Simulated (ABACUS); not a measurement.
Crystal: InAs.

```xyz
2
Lattice="0.0000 3.0180 3.0180 3.0180 0.0000 3.0180 3.0180 3.0180 0.0000" Properties=species:S:1:pos:R:3 pbc="T T T"
In    0.0000    0.0000    0.0000
As    4.5270    4.5270    4.5270
```

Base run:

```yaml
Program: ABACUS 3.10.1
Functional: BLYP
Potentials_or_basis: PseudoDojo NC SR 0.5 PBE standard
Cutoff: 1143 eV
Density_cutoff: 4572 eV
Basis: plane waves
k_mesh: 6 × 6 × 6
Occupations: fermi-dirac, width 0.05 eV
Spin: no spin polarisation
```

Its results: band gap on the k mesh none (metal or under the smearing width); pressure 7.3 GPa.

Problem. The run is repeated on the same cell with these changes: functional from BLYP to BP86. What comes out?

Solution. Band gap on the k mesh none (metal or under the smearing width); pressure 4.6 GPa.

Caveats: the potentials were made for another functional, which shifts forces and pressure; this crystal is a semiconductor, whose small gap the functional closes, so the metal is an error of the method.

Not every run made on this cell is shown here.
